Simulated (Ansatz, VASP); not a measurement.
# Two plane-wave programs on HfN

The input INCAR:

```
PREC = Accurate ; ENCUT = 520
EDIFF = 1E-7 ; ISMEAR = -1
SIGMA = 0.05 ; LREAL = F
LASPH = T ; NELM = 60
ALGO = Normal ; ISIF = 2
LWAVE = F ; LCHARG = F
GGA = PS ; NBANDS = 14
```

The input KPOINTS:

```
Automatic mesh
0
Gamma
  9 9 9
```

Contents of POSCAR:

```
HfN
1.0
    0.0000000000      2.4383461881      2.4383461881
    2.4383461881      0.0000000000      2.4383461881
    2.4383461881      2.4383461881      0.0000000000
Hf N
1 1
Direct
    0.0000000000      0.0000000000      0.0000000000
    0.2500000000      0.2500000000      0.2500000000
```

File input.yaml:

```yaml
crystal:
  lattice:
    - [0.0, 2.4383461881, 2.4383461881]
    - [2.4383461881, 0.0, 2.4383461881]
    - [2.4383461881, 2.4383461881, 0.0]
  atoms:
    - { symbol: Hf, position: [0.0, 0.0, 0.0] }
    - { symbol: "N", position: [0.25, 0.25, 0.25] }
hamiltonian:
  xc: pbesol
  pseudopotentials: { kind: paw }
kpoints:
  mp_grid: { grid: [9, 9, 9] }
scf:
  occupations: { method: fermi_dirac, width: 0.05 }
output:
  forces: true
  stress: true
  eigenvalues: true
```

Change from the starting cell: volume scaled by 0.98.

Alike in both runs: task single point; functional PBEsol; k mesh 9 × 9 × 9; occupations fermi-dirac, width 0.05 eV; no spin polarisation.

```csv
,VASP,Ansatz
version,VASP 6.6.1,Ansatz 0.2.0
potentials or method,"VASP PAW PBE potentials, release 64 (Hf_pv, N)",Ansatz PAW
plane-wave cutoff (eV),520,420
valence electrons in the cell,15,31
```

Ansatz gave:

| Property | Result |
| --- | --- |
| gap on the k mesh at the Fermi level (eV) | none |
| pressure (GPa) | -1.2 |

Question: What did VASP give for the same quantities?

Answer: gap on the k mesh at the Fermi level (eV): none; pressure (GPa): -2.1.

A gap of «none» marks a metal or a gap that the smearing closes. The two sets of potentials don't hold the same shells in valence.

Caveats: the PAW data sets were made with another functional, which shifts forces and pressure a little (VASP); the pressure holds a Pulay correction of +0.4 GPa for the finite cutoff (Ansatz); the PAW data sets come from PBE, with cores solved anew for the run's functional, which leaves a small shift of forces and pressure (Ansatz). Spin-orbit coupling is left out, which matters for the levels of Hf.
